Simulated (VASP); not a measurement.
A run of VASP 6.6.1 is set up as follows.

Contents of INCAR:

```
SYSTEM = Si
ALGO = Fast ; EDIFF = 1E-6
ENCUT = 520 ; ISIF = 2
ISMEAR = 0 ; LASPH = .TRUE.
LCHARG = .TRUE. ; LELF = .TRUE.
LREAL = .FALSE. ; LVHAR = .TRUE.
LWAVE = .FALSE. ; NBANDS = 11
NELM = 60 ; PREC = Accurate
SIGMA = 0.05
```

KPOINTS

```
k-points
0
G
  10 10 10
  0 0 0
```

File POSCAR:

```
Si
1.0
    0.0000000000      2.9499419844      2.3009547478
    2.9499419844      0.0000000000      2.3009547478
    2.9499419844      2.9499419844      0.0000000000
Si
2
Direct
    0.5000000000      0.5000000000      0.5000000000
    0.7500000000      0.7500000000      0.7500000000
```

Potentials or basis: VASP PAW LDA potentials, release 64 (Si).

Launch:

```console
$ cat potpaw_LDA.64/Si/POTCAR > POTCAR
$ mpirun -np 1 vasp_std > vasp.out
```

Question: Estimate the pressure.

Answer: -4.0 GPa.

Question: Estimate the band gap on the k mesh.

Answer: None (metal or under the smearing width).

Stress tensor (GPa, compression positive):
```
-8.06  0.00  0.00
 0.00 -8.06  0.00
 0.00  0.00  4.17
```
